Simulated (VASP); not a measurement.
# BAs (F-43m) in VASP: further runs

Runs on BAs. Level: PBE. Tasks: band structure, Born charges and dielectric tensor.

Program: VASP 6.6.1. These are calculated values, not measurements. Logs are shortened: lines on timing, memory, paths and dates and some standing lists are left out, and cuts for length are marked.

## Step 1: The crystal as given

It takes space group F-43m (No. 216, cubic). Conventional cell: a = 4.823 Å, b = 4.823 Å, c = 4.823 Å, α = 90.00°, β = 90.00°, γ = 90.00°. B (site symmetry -43m) has 4 As at 2.09 Å as nearest neighbours. As (site symmetry -43m) has 4 B at 2.09 Å as nearest neighbours.

## Step 2: Band structure, PBE

POSCAR

```
BAs                                     
1.0
    0.0000000000      2.4115752086      2.4115752086
    2.4115752086      0.0000000000      2.4115752086
    2.4115752086      2.4115752086      0.0000000000
  B               As            
     1     1
Direct
     0.0000000000000000    0.0000000000000000    0.0000000000000000
     0.2500000000000000    0.2500000000000000    0.2500000000000000
```

INCAR.step1

```
SYSTEM = BAs
PREC     = Accurate       ! precision mode
ENCUT    = 520            ! plane-wave cutoff, eV
EDIFF    = 1E-7           ! SCF threshold, eV
ISMEAR   = 0              ! smearing method
SIGMA    = 0.02           ! smearing width, eV
LREAL    = .False.        ! projectors in reciprocal space
LASPH    = .True.         ! aspherical terms in the spheres
NELM     = 60             ! most SCF steps
ALGO     = Normal         ! electronic algorithm
ISIF     = 2              ! what is computed and relaxed
LWAVE    = .False.        ! write WAVECAR
LCHARG   = .True.         ! write CHGCAR
GGA      = PE             ! functional
NBANDS   = 11             ! bands
```

KPOINTS.step1

```
Automatic mesh
0
Gamma
  4 4 4
  0 0 0
```

INCAR.step2

```
SYSTEM = BAs
PREC     = Accurate       ! precision mode
ENCUT    = 520            ! plane-wave cutoff, eV
EDIFF    = 1E-7           ! SCF threshold, eV
ISMEAR   = 0              ! smearing method
SIGMA    = 0.05           ! smearing width, eV
LREAL    = .False.        ! projectors in reciprocal space
LASPH    = .True.         ! aspherical terms in the spheres
NELM     = 60             ! most SCF steps
ALGO     = Normal         ! electronic algorithm
ISIF     = 2              ! what is computed and relaxed
LWAVE    = .False.        ! write WAVECAR
LCHARG   = .False.        ! write CHGCAR
GGA      = PE             ! functional
NBANDS   = 11             ! bands
ICHARG   = 11             ! starting density
```

KPOINTS.step2

```
path GXWKGLUWLK,UX
10
line-mode
reciprocal
 0.0000000000  0.0000000000  0.0000000000  G
 0.5000000000  0.0000000000  0.5000000000  X

 0.5000000000  0.0000000000  0.5000000000  X
 0.5000000000  0.2500000000  0.7500000000  W

 0.5000000000  0.2500000000  0.7500000000  W
 0.3750000000  0.3750000000  0.7500000000  K

 0.3750000000  0.3750000000  0.7500000000  K
 0.0000000000  0.0000000000  0.0000000000  G

 0.0000000000  0.0000000000  0.0000000000  G
 0.5000000000  0.5000000000  0.5000000000  L

 0.5000000000  0.5000000000  0.5000000000  L
 0.6250000000  0.2500000000  0.6250000000  U

 0.6250000000  0.2500000000  0.6250000000  U
 0.5000000000  0.2500000000  0.7500000000  W

 0.5000000000  0.2500000000  0.7500000000  W
 0.5000000000  0.5000000000  0.5000000000  L

 0.5000000000  0.5000000000  0.5000000000  L
 0.3750000000  0.3750000000  0.7500000000  K

 0.6250000000  0.2500000000  0.6250000000  U
 0.5000000000  0.0000000000  0.5000000000  X
```

Potentials or basis: VASP PAW PBE potentials, release 64 (B, As).

Launch:

```sh
$ cat potpaw_PBE.64/B/POTCAR potpaw_PBE.64/As/POTCAR > POTCAR
$ cp INCAR.step1 INCAR
$ cp KPOINTS.step1 KPOINTS
$ mpirun -np 1 vasp_std > vasp.out
$ cp INCAR.step2 INCAR
$ cp KPOINTS.step2 KPOINTS
$ mpirun -np 1 vasp_std > vasp.out
```

OUTCAR:

```text
SYSTEM = BAs
   PREC = Accurate
   ENCUT = 520
   EDIFF = 1E-7
   ISMEAR = 0
   LREAL = .False.
   LASPH = .True.
   NELM = 60
   ISIF = 2
   GGA = PE
   ICHARG = 11

 ion  position               nearest neighbor table
   1  0.000  0.000  0.000-   2 2.09   2 2.09   2 2.09   2 2.09
   2  0.250  0.250  0.250-   1 2.09   1 2.09   1 2.09   1 2.09

  LATTYP: Found a face centered cubic cell.
 ALAT       =     4.8231504172

  Lattice vectors:

 A1 = (   0.0000000000,   2.4115752086,   2.4115752086)
 A2 = (   2.4115752086,   0.0000000000,   2.4115752086)
 A3 = (   2.4115752086,   2.4115752086,   0.0000000000)

Analysis of symmetry for initial positions (statically):
=====================================================================
 Subroutine PRICEL returns:
 Original cell was already a primitive cell.

 Routine SETGRP: Setting up the symmetry group for a
 face centered cubic supercell.

 Subroutine GETGRP returns: Found 24 space group operations
 (whereof 24 operations were pure point group operations)
 out of a pool of 48 trial point group operations.

The static configuration has the point symmetry T_d .

Analysis of symmetry for dynamics (positions and initial velocities):
=====================================================================
 Subroutine PRICEL returns:
 Original cell was already a primitive cell.

 Routine SETGRP: Setting up the symmetry group for a
 face centered cubic supercell.

 Subroutine GETGRP returns: Found 24 space group operations
 (whereof 24 operations were pure point group operations)
 out of a pool of 48 trial point group operations.

The dynamic configuration has the point symmetry T_d .

 Subroutine INISYM returns: Found 24 space group operations
 (whereof 24 operations are pure point group operations),
 and found     1 'primitive' translations

----------------------------------------------------------------------------------------

                                     Primitive cell

  volume of cell :      28.0500

  direct lattice vectors                    reciprocal lattice vectors
     0.000000000  2.411575209  2.411575209    -0.207333364  0.207333364  0.207333364
     2.411575209  0.000000000  2.411575209     0.207333364 -0.207333364  0.207333364
     2.411575209  2.411575209  0.000000000     0.207333364  0.207333364 -0.207333364

  length of vectors
     3.410482367  3.410482367  3.410482367     0.359111920  0.359111920  0.359111920

  position of ions in fractional coordinates (direct lattice)
     0.000000000  0.000000000  0.000000000
     0.250000000  0.250000000  0.250000000

  ion indices of the primitive-cell ions
   primitive index   ion index
                 1           1
                 2           2

----------------------------------------------------------------------------------------

 KPOINTS: path GXWKGLUWLK,UX

Interpolating k-points between supplied coordinates.

 Line segments in fractional coordinates (reciprocal lattice):
    0.000000  0.000000  0.000000  ...  0.500000  0.000000  0.500000
    0.500000  0.000000  0.500000  ...  0.500000  0.250000  0.750000
    0.500000  0.250000  0.750000  ...  0.375000  0.375000  0.750000
    0.375000  0.375000  0.750000  ...  0.000000  0.000000  0.000000
    0.000000  0.000000  0.000000  ...  0.500000  0.500000  0.500000
    0.500000  0.500000  0.500000  ...  0.625000  0.250000  0.625000
    0.625000  0.250000  0.625000  ...  0.500000  0.250000  0.750000
    0.500000  0.250000  0.750000  ...  0.500000  0.500000  0.500000
    0.500000  0.500000  0.500000  ...  0.375000  0.375000  0.750000
    0.625000  0.250000  0.625000  ...  0.500000  0.000000  0.500000

 Generated    10 points on each line segment, for a total of    100 k-points:

 Following reciprocal coordinates:
            Coordinates               Weight
  0.000000  0.000000  0.000000      0.010000
  0.055556  0.000000  0.055556      0.010000
  0.111111  0.000000  0.111111      0.010000
  0.166667  0.000000  0.166667      0.010000
  0.222222  0.000000  0.222222      0.010000
  0.277778  0.000000  0.277778      0.010000
[... 16 lines left out ...]
  0.472222  0.277778  0.750000      0.010000
  0.458333  0.291667  0.750000      0.010000
 [... further k-points ...]
   k-points           NKPTS =    100   k-points in BZ     NKDIM =    100   number of bands    NBANDS=     11
   number of dos      NEDOS =    301   number of ions     NIONS =      2
   total plane-waves  NPLWV =  21952
   dimension x,y,z NGX =    28 NGY =   28 NGZ =   28
   dimension x,y,z NGXF=    56 NGYF=   56 NGZF=   56
   ions per type =               1   1
   NGX,Y,Z   is equivalent  to a cutoff of  13.65, 13.65, 13.65 a.u.
   NGXF,Y,Z  is equivalent  to a cutoff of  27.30, 27.30, 27.30 a.u.
 SYSTEM =  BAs
   PREC   = accura    normal or accurate (medium, high low for compatibility)
   ISTART =      0    job   : 0-new  1-cont  2-samecut
   ICHARG =     11    charge: 1-file 2-atom 10-const
   ISPIN  =      1    spin polarized calculation?
   LNONCOLLINEAR =      F non collinear calculations
   LSORBIT =      F    spin-orbit coupling
   LASPH  =      T    aspherical Exc in radial PAW
   ENCUT  =  520.0 eV  38.22 Ry    6.18 a.u.   6.34  6.34  6.34*2*pi/ulx,y,z
   NELM   =     60;   NELMIN=  2; NELMDL=  0     # of ELM steps
   EDIFF  = 0.1E-06   stopping-criterion for ELM
   LREAL  =      F    real-space projection
   EDIFFG = 0.1E-05   stopping-criterion for IOM
   NSW    =      0    number of steps for IOM
   IBRION =     -1    ionic relax: 0-MD 1-quasi-New 2-CG
   NFREE  =      0    steps in history (QN), initial steepest desc. (CG)
   ISIF   =      2    stress and relaxation
   ISYM   =      2    0-nonsym 1-usesym 2-fastsym
   POTIM  = 0.5000    time-step for ionic-motion
   TEBEG  =    0.0;   TEEND  =   0.0 temperature during run
   PSTRESS=    0.0 pullay stress
   NELECT =       8.0000    total number of electrons
   NUPDOWN=      -1.0000    fix difference up-down
   EMIN   =  10.00;   EMAX   =-10.00  energy-range for DOS
   EFERMI =   0.00;   METHOD = LEGACY
   ISMEAR =     0;   SIGMA  =   0.05  broadening in eV -4-tet -1-fermi 0-gaus
   EFERMI_NEDOS =   21; number of points for ismear=-14 and -15
   IALGO  =     38    algorithm
   IMIX   =      4    mixing-type and parameters
     AMIX     =   0.40;   BMIX     =  1.00
     AMIX_MAG =   1.60;   BMIX_MAG =  1.00
  volume/ion in A,a.u.               =      14.02        94.65
  Fermi-wavevector in a.u.,A,eV,Ry     =   1.077608  2.036383 15.799607  1.161238
  Thomas-Fermi vector in A             =   2.213524
   LORBIT       =      0    0 simple, 1 ext, 2 COOP (PROOUT), +10 PAW based schemes
   GGA     = PE    functional components
   LHFCALC =     F    Hartree Fock is set to
   AEXX    =    0.0000 exact exchange contribution
   IVDW    =     0    specifies the selected vdW correction
   LEPSILON=     F    determine dielectric tensor
   LRPA    =     F    only Hartree local field effects (RPA)
 non-spin polarized calculation
 Gauss-broadening in eV      SIGMA  =   0.05
  energy-cutoff  :      520.00
  volume of cell :       28.05
 maximum number of plane-waves:       769
 NGX is ok and might be reduce to    28

 number of electron       8.0000000 magnetization

 Free energy of the ion-electron system (eV)
  ---------------------------------------------------
  ext. energy  EPLUGINS =         0.00000000
  ---------------------------------------------------
  free energy    TOTEN  =       -11.67690386 eV

  energy without entropy =      -11.67690386  energy(sigma->0) =      -11.67690386

 E-fermi :   6.1082     XC(G=0): -10.4379

 val. band max:        5.8527032076   @ k =   0.0000   0.0000   0.0000
 cond. band min:       7.0431842565   @ k =   0.3889   0.0000   0.3889
 fundamental gap:      1.1904810489
 Fermi energy:         6.1081576195

 k-point     1 :       0.0000    0.0000    0.0000
  band No.  band energies     occupation
      1      -9.3013      2.00000
      2       5.8527      2.00000
      3       5.8527      2.00000
      4       5.8527      2.00000
      5       9.0740      0.00000
      6       9.0740      0.00000
      7       9.0740      0.00000
      8      10.1775      0.00000
      9      15.2925      0.00000
     10      18.6605      0.00000
     11      18.6605      0.00000

 k-point     2 :       0.0556    0.0000    0.0556
  band No.  band energies     occupation
      1      -9.2353      2.00000
      2       5.4982      2.00000
      3       5.5519      2.00000
      4       5.5519      2.00000
      5       8.8845      0.00000
      6       9.4468      0.00000
      7       9.4468      0.00000
      8      10.5106      0.00000
      9      15.5656      0.00000
     10      17.5436      0.00000
     11      18.7330      0.00000

 k-point     3 :       0.1111    0.0000    0.1111
  band No.  band energies     occupation
      1      -9.0380      2.00000
      2       4.6387      2.00000
      3       4.9032      2.00000
      4       4.9032      2.00000
      5       8.5039      0.00000
      6      10.3084      0.00000
      7      10.3084      0.00000
      8      11.0865      0.00000
      9      16.1496      0.00000
     10      16.3225      0.00000
     11      18.9504      0.00000

 k-point     4 :       0.1667    0.0000    0.1667
  band No.  band energies     occupation
      1      -8.7117      2.00000
      2       3.5495      2.00000
      3       4.1890      2.00000
      4       4.1890      2.00000
      5       8.0772      0.00000
      6      11.2727      0.00000
      7      11.3693      0.00000
      8      11.3693      0.00000
      9      15.3974      0.00000
     10      17.4179      0.00000
     11      19.3127      0.00000
[... 239 lines left out ...]
 k-point    22 :       0.4861    0.2639    0.7500
  band No.  band energies     occupation
      1      -5.1211      2.00000
      2      -2.0868      2.00000
      3       0.4853      2.00000
      4       0.8804      2.00000
      5      10.9194      0.00000
      6      11.5525      0.00000
      7      12.6477      0.00000
      8      12.8762      0.00000
      9      17.8570      0.00000
     10      20.9474      0.00000
     11      21.3903      0.00000

 k-point    23 :       0.4722    0.2778    0.7500
  band No.  band energies     occupation
      1      -5.1442      2.00000
      2      -2.0905      2.00000
      3       0.4076      2.00000
      4       1.0520      2.00000
      5      10.4795      0.00000
      6      11.4937      0.00000
      7      12.8868      0.00000
      8      13.2068      0.00000
      9      17.7502      0.00000
     10      20.7722      0.00000
     11      21.5323      0.00000

 k-point    24 :       0.4583    0.2917    0.7500
  band No.  band energies     occupation
      1      -5.1749      2.00000
      2      -2.0992      2.00000
      3       0.3259      2.00000
      4       1.2791      2.00000
      5       9.9506      0.00000
      6      11.4545      0.00000
      7      13.1882      0.00000
      8      13.5943      0.00000
      9      17.5806      0.00000
     10      20.5400      0.00000
     11      21.6906      0.00000

 [... further k-points ...]

------------------------ aborting loop because EDIFF is reached ----------------------------------------

  FORCE on cell =-STRESS in cart. coord.  units (eV):
  Direction    XX          YY          ZZ          XY          YZ          ZX
  --------------------------------------------------------------------------------------
  -------------------------------------------------------------------------------------
  Total       -0.6457120     -0.6457120     -0.6457120      0.0000000      0.0000000      0.0000000
  in kB      -36.8822165    -36.8822165    -36.8822165      0.0000000      0.0000000      0.0000000
  external PRESSURE =     -36.8822165 kB  Pullay stress =       0.0000000 kB

 VOLUME and BASIS-vectors are now :
 -----------------------------------------------------------------------------
  energy-cutoff  :      520.00
  volume of cell :       28.05
      direct lattice vectors                 reciprocal lattice vectors
     0.000000000  2.411575209  2.411575209    -0.207333364  0.207333364  0.207333364
     2.411575209  0.000000000  2.411575209     0.207333364 -0.207333364  0.207333364
     2.411575209  2.411575209  0.000000000     0.207333364  0.207333364 -0.207333364

 POSITION                                       TOTAL-FORCE (eV/Angst)
 -----------------------------------------------------------------------------------
      0.00000      0.00000      0.00000        -0.000000     -0.000000     -0.000000
      1.20579      1.20579      1.20579         0.000000      0.000000      0.000000
 -----------------------------------------------------------------------------------
    total drift:                               -0.000000     -0.000000     -0.000000

  FREE ENERGIE OF THE ION-ELECTRON SYSTEM (eV)
  ---------------------------------------------------
  free  energy   TOTEN  =       -11.6769038573 eV

  energy  without entropy=      -11.6769038573  energy(sigma->0) =      -11.67690386
```

Run time: 11 s. Hardware: 1 thread of Intel Xeon 6975P-C (Granite Rapids), shared host; peak memory 0.16 GiB.

What came out:

```
Band gap on the k mesh  : 1.45 eV, indirect (least direct gap 3.23 eV)
Band gap along the path : 1.19 eV, indirect (least direct gap 3.22 eV)
```

Levels at the corners of the path, in eV from the valence-band top:
| point | band 1 | band 2 | band 3 | band 4 | band 5 | band 6 | band 7 | band 8 | band 9 |
| --- | --- | --- | --- | --- | --- | --- | --- | --- | --- |
| Γ | -15.15 | 0.00 | 0.00 | 0.00 | 3.22 | 3.22 | 3.22 | 4.32 | 9.44 |
| X | -11.11 | -8.38 | -3.97 | -3.97 | 1.44 | 1.45 | 11.09 | 11.09 | 12.62 |
| X | -11.11 | -8.38 | -3.97 | -3.97 | 1.44 | 1.45 | 11.09 | 11.09 | 12.62 |
| W | -10.96 | -7.94 | -5.33 | -5.04 | 5.23 | 5.78 | 6.72 | 6.84 | 12.04 |
| W | -10.96 | -7.94 | -5.33 | -5.04 | 5.23 | 5.78 | 6.72 | 6.84 | 12.04 |
| K | -11.16 | -8.01 | -5.78 | -3.39 | 2.04 | 5.45 | 9.01 | 9.51 | 10.41 |
| K | -11.16 | -8.01 | -5.78 | -3.39 | 2.04 | 5.45 | 9.01 | 9.51 | 10.41 |
| Γ | -15.15 | 0.00 | 0.00 | 0.00 | 3.22 | 3.22 | 3.22 | 4.32 | 9.44 |
| Γ | -15.15 | 0.00 | 0.00 | 0.00 | 3.22 | 3.22 | 3.22 | 4.32 | 9.44 |
| L | -12.38 | -8.59 | -1.78 | -1.78 | 2.52 | 4.73 | 4.73 | 8.80 | 12.51 |
| L | -12.38 | -8.59 | -1.78 | -1.78 | 2.52 | 4.73 | 4.73 | 8.80 | 12.51 |
| U | -11.16 | -8.01 | -5.78 | -3.39 | 2.04 | 5.45 | 9.01 | 9.51 | 10.41 |
| U | -11.16 | -8.01 | -5.78 | -3.39 | 2.04 | 5.45 | 9.01 | 9.51 | 10.41 |
| W | -10.96 | -7.94 | -5.33 | -5.04 | 5.23 | 5.78 | 6.72 | 6.84 | 12.04 |
| W | -10.96 | -7.94 | -5.33 | -5.04 | 5.23 | 5.78 | 6.72 | 6.84 | 12.04 |
| L | -12.38 | -8.59 | -1.78 | -1.78 | 2.52 | 4.73 | 4.73 | 8.80 | 12.51 |
| L | -12.38 | -8.59 | -1.78 | -1.78 | 2.52 | 4.73 | 4.73 | 8.80 | 12.51 |
| K | -11.16 | -8.01 | -5.78 | -3.39 | 2.04 | 5.45 | 9.01 | 9.51 | 10.41 |
| U | -11.16 | -8.01 | -5.78 | -3.39 | 2.04 | 5.45 | 9.01 | 9.51 | 10.41 |
| X | -11.11 | -8.38 | -3.97 | -3.97 | 1.44 | 1.45 | 11.09 | 11.09 | 12.62 |

Caveat: the k mesh is coarse (spacing up to 0.56 Å⁻¹), so the values aren't converged; the log is that of the step along the path at fixed density, whose energy, stress, charges and moments have no meaning; the mesh misses the band edges, which the band path finds closer together. PBE gaps usually lie below the measured ones, often by a third to a half.

[end of part 1 of 2]
